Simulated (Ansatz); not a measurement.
**SiO₂: the gap under strain**

SiO₂, P6_422, a = 5.060 Å, c = 5.541 Å. This isn't the usual stable structure of the compound. Ansatz: r2SCAN, PAW, 500 eV, Γ-centred 6×6×4 mesh on 9 atoms, Gaussian smearing 0.02 eV; no spin polarisation. Series: strain along c alone, the other axes held, atoms relaxed; x is the strain in per cent. The gap is sought over the whole zone.

```tsv
x (%)	gap y (eV)
-2.0	6.378
-1.0	6.341
0.0	6.292
1.0	?
2.0	6.179
```

Problem. Fit y = E0 + c1 x + c2 x² to the other rows, give the deformation potential for this strain, and predict the missing gap.

Solution. Least squares on the rows shown. y = 6.2931 − 0.049941 x − 0.0036136 x². The deformation potential is 100 c1 = -4.99 eV per unit strain. At x = 1.0 the fit asked for gives 6.240 eV. The run gave 6.238 eV, so the fit is 0.002 eV too high, within twice the rms miss on the fitted rows (0.001 eV). Note that a band edge changes its point in the zone among the fitted rows.

Semilocal functionals give gaps under the measured ones; changes of the gap mostly carry over better.